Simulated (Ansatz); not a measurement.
**Eigenvalues along a path: CoSi (begun as WC type, now distorted WC)**

```
Co Si
1.0
     3.36525    0.00000    0.00000
    -1.68262    2.91439    0.00000
     0.00000    0.00000    2.54795
Co Si
1 1
Cartesian
  0.0000 0.0000 0.0000
  0.0000 1.9429 1.2740
```

The cell comes from a relaxation on PAW files under the same functional, begun from a prototype that needn't be the stable phase.

Level of theory: DFT with PBE, scalar-relativistic, in Ansatz 0.2.0; a Γ-centred 16×16×14 k mesh, Fermi–Dirac smearing of 0.05 eV, no spin polarisation. LAPW: all electrons, basis error target 1 meV/atom.

Spin polarisation is left out, though a magnetic state may lie lower.

Path points, in fractions of the reciprocal vectors: Γ (0.000, 0.000, 0.000), M (0.500, 0.000, 0.000), K (0.333, 0.333, 0.000), A (0.000, 0.000, 0.500), L (0.500, 0.000, 0.500), H (0.333, 0.333, 0.500). Levels in eV from the Fermi level; bands 9 to 17, counted from the lowest band of the run. The gap is zero, the pressure 0.06 GPa.

```
# k(1/Å) point b9 b10 b11 b12 b13 b14 b15 b16 b17
0.000 Γ -12.43 -3.20 -3.04 -3.04 -0.81 -0.81 3.87 3.87 5.97
0.154 - -12.35 -3.36 -3.00 -2.98 -0.83 -0.81 3.28 3.56 6.01
0.308 - -12.10 -3.71 -2.93 -2.88 -0.89 -0.83 2.12 2.87 5.98
0.462 - -11.71 -4.23 -2.92 -2.69 -0.97 -0.84 0.95 2.11 5.91
0.616 - -11.19 -4.89 -2.95 -2.44 -1.05 -0.86 0.01 1.38 5.86
0.770 - -10.59 -5.65 -3.01 -2.16 -1.12 -0.88 -0.61 0.74 5.81
0.924 - -10.02 -6.35 -3.08 -1.88 -1.17 -0.93 -0.89 0.26 5.79
1.078 M -9.75 -6.66 -3.11 -1.76 -1.19 -1.03 -0.89 0.06 5.78
1.167 - -9.73 -6.64 -3.16 -1.76 -1.19 -1.06 -0.90 0.01 5.97
1.256 - -9.69 -6.57 -3.32 -1.76 -1.18 -1.15 -0.91 -0.11 6.48
1.345 - -9.61 -6.45 -3.59 -1.76 -1.26 -1.17 -0.93 -0.24 7.23
1.434 - -9.51 -6.30 -3.95 -1.77 -1.35 -1.16 -0.96 -0.35 8.13
1.523 - -9.41 -6.12 -4.35 -1.77 -1.40 -1.14 -0.99 -0.43 9.10
1.611 - -9.33 -5.95 -4.69 -1.77 -1.41 -1.13 -1.01 -0.48 10.06
1.700 K -9.29 -5.88 -4.83 -1.77 -1.42 -1.13 -1.01 -0.51 10.61
1.878 - -9.50 -5.94 -4.43 -1.81 -1.38 -1.13 -0.99 -0.40 9.98
2.056 - -10.09 -5.66 -3.77 -2.00 -1.13 -1.12 -0.94 -0.05 8.98
2.234 - -10.81 -5.09 -3.25 -2.28 -1.08 -0.90 -0.47 0.52 7.96
2.412 - -11.48 -4.43 -3.02 -2.57 -1.00 -0.86 0.60 1.34 7.07
2.589 - -12.00 -3.84 -2.96 -2.81 -0.91 -0.83 1.87 2.39 6.40
2.767 - -12.32 -3.40 -2.99 -2.97 -0.84 -0.82 3.15 3.42 6.05
2.945 Γ -12.43 -3.20 -3.04 -3.04 -0.81 -0.81 3.87 3.87 5.97
3.121 - -12.31 -3.15 -3.00 -3.00 -0.95 -0.95 4.05 4.05 5.64
3.297 - -11.96 -3.07 -2.88 -2.88 -1.28 -1.28 4.34 4.50 4.50
3.473 - -11.37 -3.07 -2.71 -2.71 -1.67 -1.67 2.73 5.03 5.03
3.650 - -10.58 -3.43 -2.57 -2.57 -1.98 -1.98 1.51 5.53 5.53
3.826 - -9.57 -4.35 -2.60 -2.60 -2.04 -2.04 0.95 5.94 5.94
4.002 - -8.39 -5.66 -2.72 -2.72 -1.96 -1.96 0.83 6.25 6.25
4.178 A -7.20 -6.93 -2.77 -2.77 -1.91 -1.91 0.83 6.37 6.37
4.332 - -7.16 -6.85 -2.80 -2.76 -1.94 -1.88 0.82 6.07 6.39
4.486 - -7.04 -6.64 -2.88 -2.74 -1.98 -1.78 0.79 5.35 6.44
4.640 - -6.85 -6.32 -2.99 -2.71 -2.03 -1.62 0.71 4.49 6.42
4.794 - -6.62 -5.93 -3.11 -2.70 -2.00 -1.43 0.56 3.69 5.03
4.948 - -6.39 -5.54 -3.21 -2.73 -1.84 -1.25 0.28 3.06 3.92
5.102 - -6.20 -5.26 -3.28 -2.77 -1.51 -1.11 -0.18 2.67 3.22
5.256 L -6.13 -5.16 -3.31 -2.79 -1.18 -1.06 -0.56 2.54 3.00
5.345 - -6.12 -5.15 -3.43 -2.66 -1.29 -0.93 -0.55 2.53 2.99
5.434 - -6.07 -5.13 -3.65 -2.41 -1.40 -0.77 -0.50 2.49 2.97
5.523 - -6.01 -5.09 -3.87 -2.15 -1.47 -0.72 -0.33 2.43 2.92
5.612 - -5.92 -5.04 -4.08 -1.90 -1.49 -0.74 -0.06 2.32 2.83
5.701 - -5.84 -4.99 -4.25 -1.69 -1.48 -0.78 0.21 2.20 2.67
5.789 - -5.76 -4.96 -4.37 -1.55 -1.44 -0.83 0.44 2.08 2.46
5.878 H -5.73 -4.95 -4.42 -1.50 -1.42 -0.86 0.53 2.03 2.35
6.056 - -5.85 -5.02 -4.25 -1.67 -1.55 -0.79 0.30 2.24 2.80
6.234 - -6.13 -5.26 -3.89 -2.02 -1.82 -0.92 0.28 2.74 3.69
6.412 - -6.45 -5.67 -3.50 -2.35 -2.01 -1.23 0.49 3.41 4.78
6.590 - -6.74 -6.14 -3.17 -2.57 -2.05 -1.51 0.67 4.21 5.98
6.767 - -6.99 -6.55 -2.94 -2.70 -2.01 -1.73 0.77 5.13 6.34
6.945 - -7.14 -6.83 -2.81 -2.76 -1.94 -1.87 0.82 5.98 6.39
7.123 A -7.20 -6.93 -2.77 -2.77 -1.91 -1.91 0.83 6.37 6.37
```
